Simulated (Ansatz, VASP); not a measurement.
ZnS: 3 runs at one level of theory

The starting cell:

```
CELL_PARAMETERS angstrom
0.00000 2.70200 2.70200
2.70200 0.00000 2.70200
2.70200 2.70200 0.00000
ATOMIC_POSITIONS crystal
Zn 0.75000 0.75000 0.75000
S 0.00000 0.00000 0.00000
```

Alike in all runs: task relaxation of cell and atoms; functional BLYP; k mesh 9 × 9 × 9; occupations fermi-dirac, width 0.05 eV; no spin polarisation; no spin-orbit coupling.

| program and potentials | plane-wave cutoff (eV) | notes | equilibrium volume (Å³/atom) |
| --- | --- | --- | --- |
| Ansatz, Ansatz PAW | 420 | potentials made for PBE, which Ansatz adapts in part | 21.27 |
| Ansatz, all-electron LAPW, scalar-relativistic | - | - | 21.28 |
| VASP, PBE PAW files S, Zn, 600 eV | 600 | potentials made for PBE | 21.29 |

The equilibrium volume spans 21.27 (Ansatz, Ansatz PAW) to 21.29 Å³/atom (VASP, PBE PAW files S, Zn, 600 eV), with all-electron results at 21.28. Some sets were made for another functional than the one run, which can shift their rows. Relaxations stop with a little pressure left, so the last digit of a volume isn't settled.

Differences between rows come from potentials, basis sets and numerical settings, since the functional is the same but for its coding. Runs on potential files found faulty are left out.

The three treatments give practically the same volume for zincblende ZnS, and both PAW results bracket the all-electron value of 21.28 Å³/atom. Using PBE-derived potentials with BLYP therefore does little visible harm to the equilibrium volume here. This suggests that the core-valence interaction changes little between the two functionals, though a partial cancellation of errors can't be excluded.

The shared value is clearly larger than the experimental volume of zincblende ZnS. Because the all-electron calculation shows the same expansion, its origin lies in BLYP rather than in the potentials. Gradient-corrected exchange favours inhomogeneous densities and so weakens cohesion, and LYP correlation, built from the helium atom, doesn't recover the uniform electron gas limit that matters in extended solids. The polar covalent Zn–S bonds consequently come out too long; missing dispersion between the polarisable sulfide ions may add to this. The close agreement thus supports the numerical reliability of the BLYP volume, not its physical accuracy, and it doesn't establish equal agreement for the compressibility or the band gap.
